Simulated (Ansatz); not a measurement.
# Molecular dynamics of Ge

Input file:

```yaml
crystal:
  lattice:
    - [0.0, 5.929923, 5.929923]
    - [5.929923, 0.0, 5.929923]
    - [5.929923, 5.929923, 0.0]
  atoms:
    - { symbol: Ge, position: [-0.03836153, -0.13763085, 0.02397627] }
    - { symbol: Ge, position: [0.15476633, 0.04001376, 0.06232098] }
    - { symbol: Ge, position: [-0.00132956, -0.04622099, 0.42543674] }
    - { symbol: Ge, position: [0.03942546, 0.083416, 0.68009723] }
    - { symbol: Ge, position: [0.16857253, 0.44422412, -0.00865573] }
    - { symbol: Ge, position: [0.26449422, 0.47146866, 0.24125716] }
    - { symbol: Ge, position: [-0.08673295, 0.43690442, 0.51367904] }
    - { symbol: Ge, position: [0.16677546, 0.52891145, 0.55159695] }
    - { symbol: Ge, position: [0.48303766, -0.08727937, 0.0459828] }
    - { symbol: Ge, position: [0.52500399, 0.18860175, 0.06334394] }
    - { symbol: Ge, position: [0.51391852, 0.05356042, 0.42678977] }
    - { symbol: Ge, position: [0.60280387, 0.15868452, 0.62705785] }
    - { symbol: Ge, position: [0.75651405, 0.404196, -0.03931637] }
    - { symbol: Ge, position: [0.83427969, 0.56241054, 0.22151404] }
    - { symbol: Ge, position: [0.528767, 0.52656866, 0.46957407] }
    - { symbol: Ge, position: [0.55194088, 0.69606959, 0.65664509] }
basis:
  ecutwfc: 420.0
kpoints:
  mp_grid: { grid: [2, 2, 2] }
hamiltonian:
  xc: pbe
  dispersion: d3bj
scf:
  occupations: { method: fermi_dirac, width: 0.36 }
  lower_state_search: "off"
md:
  timestep: 9.0
  n_steps: 80
  ensemble: npt_langevin
  temperature: 2940.0
  initial_velocities: maxwell_boltzmann
  seed: 500365
  friction: 0.005
  pressure: 20.0
  fix_cell: [shape]
```

Launched with:

```bash
$ ansatz run input.yaml --threads 2 --pin off --max-ram 5120MiB --backend cpu --events-out ev --progress --plain --runs-dir out
```

It goes on from the last frame of an earlier run, with new velocities.

Output, in part (warnings, step lines):

```
WARN: dispersion: an atom stands within reach of a switch of its C6 between two reference coordination numbers of its element: through that C6 alone, e_disp changes by 0.025 eV or more while the distances to its neighbours run over a stretch of 0.05 Å that contains this geometry (sites counted from …
md step     0: t =     0.00 fs  T =  2756.3 K  F+E_penalty+E_count = -68717.66779050 eV  E_kin = 5.700366 eV  conserved = -68661.43681602 eV  P_inst = -1.2988 GPa  V = 417.0395 Å³  selection 1  (8 SCF iters)
[... lines left out ...]
```

The steps, from the saved trajectory:

| time (fs) | T (K) | potential energy less start (eV) | conserved less start (meV/atom) | P (GPa) | volume (Å³) |
| --- | --- | --- | --- | --- | --- |
| 0.0 | 2756 | 0.000 | 0.00 | -1.3 | 417.0 |
| 18.0 | 3525 | 0.233 | -0.56 | -0.2 | 416.6 |
| 36.0 | 2734 | 1.294 | 0.87 | 1.5 | 415.6 |
| 54.0 | 2643 | 1.515 | 1.35 | 1.7 | 413.9 |
| 72.0 | 2729 | 1.005 | 0.30 | 1.8 | 411.3 |
| 90.0 | 3215 | 0.854 | 0.65 | 1.8 | 408.3 |
| 108.0 | 3045 | 0.946 | 0.52 | 3.0 | 405.2 |
| 126.0 | 2781 | 1.537 | 2.33 | 3.3 | 402.1 |
| 144.0 | 3174 | 0.135 | -3.72 | 1.8 | 398.9 |
| 162.0 | 3365 | -0.422 | -1.07 | 2.1 | 395.6 |
| 180.0 | 2788 | 0.095 | 1.40 | 2.9 | 391.5 |
| 198.0 | 3359 | -0.199 | 0.16 | 2.0 | 387.7 |
| 216.0 | 3848 | -0.570 | 0.58 | 1.5 | 383.9 |
| 234.0 | 3735 | -0.818 | 1.40 | 1.7 | 379.8 |
| 252.0 | 4084 | -1.225 | -0.06 | 1.6 | 375.3 |
| 270.0 | 2948 | -0.915 | 0.25 | 2.6 | 370.2 |
| 288.0 | 2584 | -0.135 | 0.40 | 4.3 | 364.5 |
| 306.0 | 2386 | 0.716 | 1.56 | 5.9 | 358.9 |
| 324.0 | 2718 | 0.646 | -1.01 | 7.0 | 352.6 |
| 342.0 | 2818 | 1.676 | 0.78 | 9.1 | 346.5 |
| 360.0 | 2811 | 1.447 | -0.45 | 10.0 | 340.6 |
| 378.0 | 3575 | 0.303 | -1.30 | 9.4 | 335.1 |
| 396.0 | 3431 | 0.542 | -0.79 | 10.9 | 329.8 |
| 414.0 | 2564 | 1.222 | 3.96 | 11.6 | 324.9 |
| 432.0 | 3775 | 0.123 | -4.02 | 10.9 | 321.1 |
| 450.0 | 3190 | 0.477 | 1.01 | 10.7 | 317.9 |
| 468.0 | 3259 | 0.078 | -0.47 | 10.2 | 314.9 |
| 486.0 | 3235 | -0.385 | 0.90 | 9.8 | 311.6 |
| 504.0 | 3796 | -0.913 | -1.67 | 9.5 | 308.7 |
| 522.0 | 3157 | -0.134 | -0.26 | 10.9 | 306.2 |
| 540.0 | 3013 | 0.208 | 1.57 | 11.9 | 304.0 |
| 558.0 | 3356 | -0.598 | -2.20 | 11.6 | 301.3 |
| 576.0 | 2426 | -0.245 | 0.24 | 12.5 | 298.3 |
| 594.0 | 2522 | 0.627 | 0.04 | 15.4 | 295.3 |
| 612.0 | 2053 | 1.772 | 0.69 | 17.7 | 292.6 |
| 630.0 | 2395 | 2.310 | -1.38 | 19.0 | 289.8 |
| 648.0 | 2784 | 1.197 | -2.35 | 17.5 | 287.0 |
| 666.0 | 2559 | 1.154 | -4.45 | 18.0 | 284.7 |
| 684.0 | 2024 | 2.586 | 0.50 | 20.5 | 282.8 |
| 702.0 | 2524 | 2.324 | -2.81 | 21.1 | 280.9 |
| 720.0 | 3326 | 1.636 | -3.06 | 20.7 | 279.5 |

The run went to its last step. The conserved energy stayed within 4.4 meV per atom of its start (net change -3.1 meV per atom), so there is no drift, though single steps change it by up to 104 meV in the whole system, a sign of fast motions only just resolved. A run of 0.72 ps of so small a system gives no equilibrium averages. Limits of this set-up: coarse k mesh. The cell's volume went from 417 to 280 Å³.

Mean squared displacements from the first frame to the last, about the centre of mass, the cell's change included: Ge 4.74 Å².

Last frame:

```xyz
16
Lattice="0.0000 5.1895 5.1895 5.1895 0.0000 5.1895 5.1895 5.1895 0.0000" Properties=species:S:1:pos:R:3
Ge -0.028 -2.756 -1.819
Ge 0.595 0.240 2.046
Ge 1.916 -1.389 -0.927
Ge 1.103 2.796 1.145
Ge 3.502 -1.279 5.994
Ge 3.644 2.110 3.006
Ge 5.348 2.622 1.495
Ge 3.644 1.575 5.705
Ge -2.670 2.686 3.729
Ge 1.351 -0.478 4.814
Ge 3.601 5.115 2.870
Ge 0.327 5.942 4.507
Ge 2.810 3.536 6.612
Ge 3.984 4.646 8.553
Ge 3.978 5.194 5.306
Ge 6.229 5.439 7.070
```

The run took 14 min on 2 threads of Intel(R) Xeon(R) Platinum 8488C (Sapphire Rapids), with other jobs on the host, peak memory 1.6 GiB.
